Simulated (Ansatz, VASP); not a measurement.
**Two plane-wave programs on Zn**

```
Zn
1.0
     0.00000    2.59305    2.59305
     2.59305    0.00000    2.59305
     2.59305    2.59305    0.00000
Zn
2
Direct
  0.00000 0.00000 0.00000
  0.25000 0.25000 0.25000
```

The cell was built by a generator and needn't be a form met in nature.

Alike in both runs: task single point; functional PBE; k mesh 6 × 6 × 6; no spin polarisation.

|  | VASP | Ansatz |
| --- | --- | --- |
| version | VASP 6.6.1 | Ansatz 0.2.0 |
| potentials or method | VASP PAW PBE potentials, release 64 (Zn) | PAW plane waves |
| plane-wave cutoff (eV) | 520 | 420 |
| occupations | fermi-dirac, width 0.1 eV | fermi-dirac |
| valence electrons in the cell | 24 | 24 |

```csv
,VASP,Ansatz,Ansatz less VASP
gap on the k mesh at the Fermi level (eV),none,none,-
pressure (GPa),23.4,22.8,-0.59
```

A gap of «none» marks a metal or a gap that the smearing closes.

Caveats: so large a pressure means that the cell lies far from this level's equilibrium, or that cutoff or potentials fall short (VASP).
